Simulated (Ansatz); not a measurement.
# HgSe (F-43m) in Ansatz: a series of runs

One crystal, HgSe, is run at these levels: LDA; tasks: single point, equation of state.

Everything below comes from runs of Ansatz 0.2.0. Logs are shortened: lines on timing, memory, paths and dates and some standing lists are left out, and cuts for length are marked.

**Measured values to compare with.**

From “The pseudo-binary mercury chalcogenide alloy HgSe0.7S0.3 at high pressure: a mechanism of the zinc blende/cinnabar reconstructive phase transition”, 2002, arxiv:cond-mat/0209548, for a bulk crystal of HgSe: bulk modulus 51.6 ± 0.2 GPa.

The runs below are set against these values where they give the same quantity.

### Step 1. The structure

The structure is cubic, space group F-43m (No. 216). Conventional cell: a = 6.078 Å, b = 6.078 Å, c = 6.078 Å, α = 90.00°, β = 90.00°, γ = 90.00°. Around Hg (site symmetry -43m) lie 4 Se at 2.63 Å. Se (site symmetry -43m) has 4 Hg at 2.63 Å as nearest neighbours.

### Step 2. Single point, LDA, 26.38 Å³/atom (volume scaled by 0.94)

Contents of input.yaml:

```yaml
crystal:
  lattice:
    - [0.0, 2.9769621844, 2.9769621844]
    - [2.9769621844, 0.0, 2.9769621844]
    - [2.9769621844, 2.9769621844, 0.0]
  atoms:
    - { symbol: Hg, position: [0.0, 0.0, 0.0] }
    - { symbol: Se, position: [0.75, 0.75, 0.75] }
hamiltonian:
  xc: lda
  pseudopotentials: { kind: paw }
kpoints:
  mp_grid: { grid: [8, 8, 8] }
scf:
  occupations: { method: fermi_dirac, width: 0.05 }
output:
  forces: true
  stress: true
  eigenvalues: true
  write_density: true
  write_potential: true
  elf: true
  volumetric_format: npy
```

Potentials or basis: Ansatz PAW.

On the command line:

```sh
> ansatz run input.yaml --threads 2 --pin off --max-ram 5120MiB --backend cpu --events-out ev --progress --plain --runs-dir out
```

Standard output:

```text
Warning: RAYON_NUM_THREADS=2 ignored (pool sized by the plan → 2); use --threads N
Engine: ansatz 0.2.0, x86_64-unknown-linux-gnu
Pseudopotentials: kind: paw
Pseudopotential: Hg, paw, valence charge 20, recommended cutoff 420 eV (normal), Hg.paw.azcp
Pseudopotential: Se, paw, valence charge 16, recommended cutoff 420 eV (normal), Se.paw.azcp
Functional definition: SPW92
  exchange = slater_x
  correlation = pw_c
Crystal: 2 atoms, lattice volume = 52.765 Å³
Basis set: ecut = 420 eV, 965 PW (Γ)
Bands: 22, of which v1, the nominal top of the filled ones, is band 18 counted from 1 (17 counted from 0)
Symmetry: 24 space group operations
Space group: F-43m (ITA 216), of the structure as read, at distance tolerance 3.8e-5 Å
k-points: 29 of 512 (time reversal used)
Non-local potential: Hg, projectors of the file, l = 0: 3, l = 1: 2, l = 2: 2, l = 3: 1
Non-local potential: Se, projectors of the file, l = 0: 2, l = 1: 2, l = 2: 3, l = 3: 1
PAW form: soft (Blöchl's): semilocal exchange-correlation on the pseudo side does not see the compensation charge
PAW frozen core: Hg, regenerated for the run's functional, and the local potential with it (the file was generated under x = pbe(κ = 0.804, μ = 0.2195149727645171), c = pbe(β = 0.06672455060314922))
PAW frozen core: Se, regenerated for the run's functional, and the local potential with it (the file was generated under x = pbe(κ = 0.804, μ = 0.2195149727645171), c = pbe(β = 0.06672455060314922))
PAW one-centre angular grid: Hg, 590 points (default); XC on 64 Gauss nodes
PAW one-centre angular grid: Se, 590 points (default); XC on 64 Gauss nodes
Initial density: superposition of atomic densities (neutral atoms: chi_scale 0, normalization atom), corrected by the library's trained network
Initial wavefunctions: pseudopotential atomic-orbital guess
Functional: x = slater, c = lda
SCF iter   1: F=—  HF=-18906.028354 eV  |F-HF|=—  |Δ(HF+E_count)|=         —  Δρ=4.99e-3  dr2=1.04e-2  ethr=1.77e-3  ⟨swp⟩=6.0  Hψ=2750  notcnv=0
preconditioner: auto → none  [insulator: Δε(μ)=0.527 eV  Ē_g=11.499 eV  σ=0.050 eV  W_gap=0.72  n_scr=14 (ndim 8)  ℏωp=21.7 eV  f_vac=0.177  D(μ)=0.06/eV (n_scr^D=0)  ε∞_Penn≈4.6]
SCF iter   2: F=—  HF=-18906.026328 eV  |F-HF|=—  |Δ(HF+E_count)|=   2.03e-3  Δρ=2.30e-3  dr2=1.05e-3  ethr=2.89e-5  ⟨swp⟩=2.0  Hψ=1236  notcnv=0
SCF iter   3: F=—  HF=-18906.026208 eV  |F-HF|=—  |Δ(HF+E_count)|=   1.20e-4  Δρ=8.14e-4  dr2=1.48e-4  ethr=2.93e-6  ⟨swp⟩=1.6  Hψ=887  notcnv=0
SCF iter   4: F=—  HF=-18906.026190 eV  |F-HF|=—  |Δ(HF+E_count)|=   1.87e-5  Δρ=7.42e-5  dr2=3.89e-6  ethr=4.11e-7  ⟨swp⟩=2.8  Hψ=955  notcnv=0
SCF iter   5: F=—  HF=-18906.026196 eV  |F-HF|=—  |Δ(HF+E_count)|=   6.27e-6  Δρ=2.08e-5  dr2=1.94e-7  ethr=1.08e-8  ⟨swp⟩=2.0  Hψ=871  notcnv=0
SCF iter   6: F=-18906.026196 eV  HF=-18906.026196 eV  |F-HF|=2.34e-9  |Δ(HF+E_count)|=   5.41e-8  Δρ=6.35e-6  dr2=1.09e-8  ethr=2.78e-10  ⟨swp⟩=8.4  Hψ=4107  notcnv=0
SCF 1 converged in 6 iterations: F = -18906.026196 eV  dr2 = 1.09e-8
SCF converged after 6 iterations
Free energy (F): -18906.026196 eV
Harris-Foulkes:  -18906.026196 eV  (|F-HF|=2.34e-9)
Internal energy: -18906.025651 eV  (E = F + TS)
E sigma→0 (E₀):  -18906.025923 eV
Entropy (-TS):   -0.000545 eV (-0.273 meV/atom)
Fermi energy:    9.693279 eV
--- Per-component energies (eV) ---
  E_band       = -855.473543
  E_kinetic    = 724.582506
  E_local      = -5647.448298  (includes V_loc(G=0)·N_el)
  E_nonlocal   = -508.309943
  E_hartree    = 2585.020566
  E_xc         = -323.043812
  E_vxc        = -361.158824  (∫ρ·V_xc dr)
  E_paw        = -11481.938259  (= ΣΔE_a)
  E_vpaw       = -233.181737  (= ΣTr[D̂ρ^β])
  E_aug_tail   = 0.000263  (compensation charges beyond the density's cutoff)
  E_ewald      = -4257.682128
  E_core_change = 2.793455  (= ΣΔE_core)
  E_smearing   = -0.000545  (= −TS)
  E_closure    = -0.000000  (closes the sum)
  Σ components = -18906.026196   (vs F -18906.026196, Δ=0.00e0)
--- Forces (eV/Å), atoms counted from 1 ---
  atom   1  Hg    -0.00000000    -0.00000000    -0.00000000
  atom   2  Se     0.00000000    -0.00000000    -0.00000000
  max |Σ_I F_I| component: 2.26e-17 eV/Å
--- Stress (GPa, compression-positive) ---
        3.629282      -0.000000      -0.000000
        0.000000       3.629282       0.000000
       -0.000000       0.000000       3.629282
  P = ⅓ Tr σ = 3.6293 GPa (36.293 kbar)
--- Band table (eV; the first three rows and the last of 29) ---
  k-point 0: bands = ["-105.2894", "-53.6071", "-53.6071", "-53.6071", "-38.2760", "-38.2760", "-38.2760", "-38.2713", "-38.2713", "-4.3791", "2.0535", "2.0535", "2.0535", "2.9173", "2.9173", "8.5612", "9.6449", "9.6449", "9.6449", "14.9518", "14.9518", "14.9518"]
  k-point 1: bands = ["-105.2894", "-53.6072", "-53.6072", "-53.6072", "-38.2760", "-38.2760", "-38.2760", "-38.2713", "-38.2713", "-4.3016", "2.0748", "2.0884", "2.0884", "2.9139", "2.9139", "7.6606", "9.4614", "9.4614", "10.1932", "14.5858", "15.1908", "15.1908"]
  k-point 2: bands = ["-105.2894", "-53.6075", "-53.6072", "-53.6072", "-38.2762", "-38.2760", "-38.2760", "-38.2713", "-38.2713", "-4.1080", "2.1659", "2.1659", "2.2084", "2.9195", "2.9195", "6.1699", "9.0553", "9.0553", "10.5898", "14.8391", "15.6102", "15.6102"]
  k-point 28: bands = ["-105.2894", "-53.6076", "-53.6076", "-53.6074", "-38.2763", "-38.2761", "-38.2760", "-38.2713", "-38.2712", "-3.6295", "2.3672", "2.5136", "2.7840", "2.8514", "3.6465", "3.9045", "6.4876", "6.9315", "13.3748", "14.5809", "15.6129", "16.8455"]
```

It took 8.1 s on 2 threads of Intel Xeon at 2.50GHz (Skylake/Cascade Lake), shared host; peak memory 0.36 GiB.

What came out:

```
Free energy            : -18906.0262 eV
Pressure               : 3.6 GPa
Band gap on the k mesh : none (metal or under the smearing width)
```

Caveat: the PAW data sets come from PBE, with cores solved anew for the run's functional, which leaves a small shift of forces and pressure.

### Step 3. Single point, LDA, 26.94 Å³/atom (volume scaled by 0.96)

Contents of input.yaml:

```yaml
crystal:
  lattice:
    - [0.0, 2.9979273976, 2.9979273976]
    - [2.9979273976, 0.0, 2.9979273976]
    - [2.9979273976, 2.9979273976, 0.0]
  atoms:
    - { symbol: Hg, position: [0.0, 0.0, 0.0] }
    - { symbol: Se, position: [0.75, 0.75, 0.75] }
hamiltonian:
  xc: lda
  pseudopotentials: { kind: paw }
kpoints:
  mp_grid: { grid: [8, 8, 8] }
scf:
  occupations: { method: fermi_dirac, width: 0.05 }
output:
  forces: true
  stress: true
  eigenvalues: true
```

Potentials or basis: Ansatz PAW.

On the command line:

```sh
> ansatz run input.yaml --threads 2 --pin off --max-ram 5120MiB --backend cpu --events-out ev --progress --plain --runs-dir out
```

It took 6.2 s on 2 threads of Intel Xeon at 2.50GHz (Skylake/Cascade Lake), shared host; peak memory 0.36 GiB.

The run converged. Its results:

```yaml
Free_energy: -18906.0462 eV
Pressure: 2.1 GPa
Band_gap_on_the_k_mesh: none (metal or under the smearing width)
```

Caveat: the PAW data sets come from PBE, with cores solved anew for the run's functional, which leaves a small shift of forces and pressure.

### Step 4. Single point, LDA, 27.51 Å³/atom (volume scaled by 0.98)

input.yaml, as its differences from that of step 3:

```diff
@@ -2,5 +2,5 @@
   lattice:
-    - [0.0, 2.9979273976, 2.9979273976]
-    - [2.9979273976, 0.0, 2.9979273976]
-    - [2.9979273976, 2.9979273976, 0.0]
+    - [0.0, 3.0186034123, 3.0186034123]
+    - [3.0186034123, 0.0, 3.0186034123]
+    - [3.0186034123, 3.0186034123, 0.0]
   atoms:
```

On the command line:

```sh
> ansatz run input.yaml --threads 2 --pin off --max-ram 5120MiB --backend cpu --events-out ev --progress --plain --runs-dir out
```

Wall time 5.9 s (2 threads of Intel Xeon at 2.50GHz (Skylake/Cascade Lake), shared host); peak memory 0.36 GiB.

It converged, with:

- Free energy: -18906.0563 eV
- Pressure: 0.8 GPa
- Band gap on the k mesh: none (metal or under the smearing width)

Caveat: the PAW data sets come from PBE, with cores solved anew for the run's functional, which leaves a small shift of forces and pressure.

### Step 5. Single point, LDA, 28.07 Å³/atom

input.yaml, as its differences from that of step 4:

```diff
@@ -2,5 +2,5 @@
   lattice:
-    - [0.0, 3.0186034123, 3.0186034123]
-    - [3.0186034123, 0.0, 3.0186034123]
-    - [3.0186034123, 3.0186034123, 0.0]
+    - [0.0, 3.039, 3.039]
+    - [3.039, 0.0, 3.039]
+    - [3.039, 3.039, 0.0]
   atoms:
@@ -19 +19,5 @@
   eigenvalues: true
+  write_density: true
+  write_potential: true
+  elf: true
+  volumetric_format: npy
```

On the command line:

```sh
> ansatz run input.yaml --threads 2 --pin off --max-ram 5120MiB --backend cpu --events-out ev --progress --plain --runs-dir out
```

It took 7.9 s on 2 threads of Intel Xeon at 2.50GHz (Skylake/Cascade Lake), shared host; peak memory 0.37 GiB.

Results (log left out):

| Property | Result |
| --- | --- |
| Free energy | -18906.0575 eV |
| Pressure | -0.4 GPa |
| Band gap on the k mesh | none (metal or under the smearing width) |

Caveat: the PAW data sets come from PBE, with cores solved anew for the run's functional, which leaves a small shift of forces and pressure.

### Step 6. Single point, LDA, 28.63 Å³/atom (volume scaled by 1.02)

input.yaml, as its differences from that of step 5:

```diff
@@ -2,5 +2,5 @@
   lattice:
-    - [0.0, 3.039, 3.039]
-    - [3.039, 0.0, 3.039]
-    - [3.039, 3.039, 0.0]
+    - [0.0, 3.0591264144, 3.0591264144]
+    - [3.0591264144, 0.0, 3.0591264144]
+    - [3.0591264144, 3.0591264144, 0.0]
   atoms:
@@ -19,5 +19 @@
   eigenvalues: true
-  write_density: true
-  write_potential: true
-  elf: true
-  volumetric_format: npy
```

Potentials or basis: Ansatz PAW.

On the command line:

```sh
> ansatz run input.yaml --threads 2 --pin off --max-ram 5120MiB --backend cpu --events-out ev --progress --plain --runs-dir out
```

Run time: 5.9 s. Hardware: 2 threads of Intel Xeon at 2.50GHz (Skylake/Cascade Lake), shared host; peak memory 0.36 GiB.

Results (log left out):

```
Free energy            : -18906.0509 eV
Pressure               : -1.5 GPa
Band gap on the k mesh : none (metal or under the smearing width)
```

Caveat: the PAW data sets come from PBE, with cores solved anew for the run's functional, which leaves a small shift of forces and pressure.

### Step 7. Single point, LDA, 29.19 Å³/atom (volume scaled by 1.04)

input.yaml, as its differences from that of step 6:

```diff
@@ -2,5 +2,5 @@
   lattice:
-    - [0.0, 3.0591264144, 3.0591264144]
-    - [3.0591264144, 0.0, 3.0591264144]
-    - [3.0591264144, 3.0591264144, 0.0]
+    - [0.0, 3.0789914282, 3.0789914282]
+    - [3.0789914282, 0.0, 3.0789914282]
+    - [3.0789914282, 3.0789914282, 0.0]
   atoms:
```

On the command line:

```sh
> ansatz run input.yaml --threads 2 --pin off --max-ram 5120MiB --backend cpu --events-out ev --progress --plain --runs-dir out
```

Run time: 5.6 s. Hardware: 2 threads of Intel Xeon at 2.50GHz (Skylake/Cascade Lake), shared host; peak memory 0.36 GiB.

The run converged. Its results:

```
Free energy            : -18906.0373 eV
Pressure               : -2.4 GPa
Band gap on the k mesh : none (metal or under the smearing width)
```

Caveat: the PAW data sets come from PBE, with cores solved anew for the run's functional, which leaves a small shift of forces and pressure.

### Step 8. Single point, LDA, 29.75 Å³/atom (volume scaled by 1.06)

input.yaml, as its differences from that of step 7:

```diff
@@ -2,5 +2,5 @@
   lattice:
-    - [0.0, 3.0789914282, 3.0789914282]
-    - [3.0789914282, 0.0, 3.0789914282]
-    - [3.0789914282, 3.0789914282, 0.0]
+    - [0.0, 3.0986033673, 3.0986033673]
+    - [3.0986033673, 0.0, 3.0986033673]
+    - [3.0986033673, 3.0986033673, 0.0]
   atoms:
```

On the command line:

```sh
> ansatz run input.yaml --threads 2 --pin off --max-ram 5120MiB --backend cpu --events-out ev --progress --plain --runs-dir out
```

It took 5.6 s on 2 threads of Intel Xeon at 2.50GHz (Skylake/Cascade Lake), shared host; peak memory 0.36 GiB.

The run converged. Its results:

```
Free energy            : -18906.0176 eV
Pressure               : -3.2 GPa
Band gap on the k mesh : none (metal or under the smearing width)
```

Caveat: the PAW data sets come from PBE, with cores solved anew for the run's functional, which leaves a small shift of forces and pressure.

### Step 9. Equation of state, LDA

Potentials or basis: Ansatz PAW.

This step only gathers the single runs of the series.

What came out:

```
Equilibrium volume                      : 27.87 Å³/atom
Bulk modulus                            : 58 GPa
Pressure derivative of the bulk modulus : 5.0
```

Energy against volume, from the lowest point:
```tsv
volume (Å³/atom)	energy (meV/atom)
26.383	15.66
26.944	5.64
27.505	0.62
28.067	0.00
28.628	3.31
29.189	10.09
29.751	19.94
```

Spin-orbit coupling is left out, which matters for the levels of Hg. LDA usually gives volumes a few per cent too small.

### Step 10. Comparison with measurements

Step 9. Measured bulk modulus of HgSe: 51.6 GPa (quoted in “The pseudo-binary mercury chalcogenide alloy HgSe0.7S0.3 at high pressure: a mechanism of the zinc blende/cinnabar reconstructive phase transition”, 2002, arxiv:cond-mat/0209548). This calculation gives 58 GPa (+12.1 %). The fit is for a static lattice scaled at fixed shape and fixed fractional positions.
